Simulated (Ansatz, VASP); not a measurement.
**As: VASP beside Ansatz**

```
CELL_PARAMETERS angstrom
-3.55732 0.00000 0.00000
0.00000 -4.70727 0.00000
1.77866 0.00000 5.64227
ATOMIC_POSITIONS crystal
As 0.09800 0.91000 0.19600
As 0.59800 0.59000 0.19600
As 0.90200 0.09000 0.80400
As 0.40200 0.41000 0.80400
```

Alike in both runs: task single point; functional PBE; k mesh 8 × 6 × 8; occupations fermi-dirac, width 0.0199 eV; no spin polarisation.

```csv
,VASP,Ansatz
version,VASP 6.6.1,Ansatz 0.2.0
potentials or method,"VASP PAW PBE potentials, release 64 (As)",PAW plane waves
plane-wave cutoff (eV),520,420
valence electrons in the cell,20,60
```

Ansatz gave:

* pressure (GPa): 12.2
* largest component of the traceless stress (GPa): 1.87
* rms of the force components (eV/Å): 1.366

Problem. What did VASP give for the same quantities?

Solution. Pressure (GPa): 12.9; largest component of the traceless stress (GPa): 1.97; rms of the force components (eV/Å): 1.429.

Atom by atom the forces differ by 0.063 eV/Å (rms over components). The two sets of potentials don't hold the same shells in valence.

Caveats: this functional lacks dispersion, which binds the layers, so the pressure and a relaxed spacing across them are unreliable; forces of over 1 eV/Å show positions far from the minimum, so gaps and moduli don't describe the material at rest.
